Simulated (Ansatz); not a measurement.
CsBr (CsCl type, space group No. 221), a = b = c = 4.3895 Å, α = β = γ = 90.00°.

Relaxed with PBE.

**Question.** Give the optical modes at the zone centre with their infrared and Raman activity from DFPT, PBE in the plane-wave PAW code Ansatz.

**Answer.** Transverse frequencies, without the LO–TO term; a row sums one degenerate level.

```tsv
ω (cm⁻¹)	degeneracy	IR ((D/Å)²/amu)	Raman (Å⁴/amu)	activity	symmetry
55	3	2.41	0	IR	T1u
```

**Question.** How high does the top mode go among those that the LO–TO term moves?

**Answer.** 100 cm⁻¹ for q along x.

Space group Pm-3m (CsCl type). The PBE relaxation kept the symmetry of its start; phonons on a q-mesh show no instability. Scalar-relativistic: spin–orbit coupling is off unless named, which matters more the heavier the elements.

Potentials: the later of the program's two PAW sets.
